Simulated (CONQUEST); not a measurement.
Crystal: Ge.

```
Ge
1.0
     4.00068    0.00000    0.00000
     0.00000    4.00068    0.00000
     0.00000    0.00000    5.65782
Ge
4
Direct
  0.00045 0.51385 0.24711
  0.50045 0.01385 0.74711
  0.00157 0.00202 0.49142
  0.50157 0.50203 0.99142
```

The cell isn't the ideal one: atoms moved at random, drawn with an rms of 0.05 Å.

Base run:

* Program: CONQUEST 1.3
* Functional: PBE
* Potentials or basis: PseudoDojo NC PBE, DZP, grid cutoff 200 Ha
* k mesh: 7 × 7 × 5
* Occupations: fermi-dirac, width 0.05 eV
* Spin: no spin polarisation

Its results: band gap on the k mesh none (metal or under the smearing width); pressure 4.4 GPa; largest force 0.710 eV/Å.

**Question.** After a change of settings the same cell gave: band gap on the k mesh none (metal or under the smearing width); pressure 9.0 GPa; largest force 0.978 eV/Å. Which change was it?
A. potentials or basis from PseudoDojo NC PBE, DZP, grid cutoff 200 Ha to PseudoDojo NC PBE, DZP, multi-site functions of range 8 bohr, grid cutoff 120 Ha
B. potentials or basis from PseudoDojo NC PBE, DZP, grid cutoff 200 Ha to PseudoDojo NC PBE, SZ, grid cutoff 120 Ha
C. potentials or basis from PseudoDojo NC PBE, DZP, grid cutoff 200 Ha to PseudoDojo NC PBE, DZP, grid cutoff 100 Ha
D. potentials or basis from PseudoDojo NC PBE, DZP, grid cutoff 200 Ha to PseudoDojo NC PBE, DZP, grid cutoff 150 Ha

**Answer.** B.

Caveats: the box holds several primitive cells, so bands are folded and the points are those of the box's own zone; the basis of atomic orbitals isn't converged, which shifts pressures, moduli and gaps; the atomic basis is small (some runs).
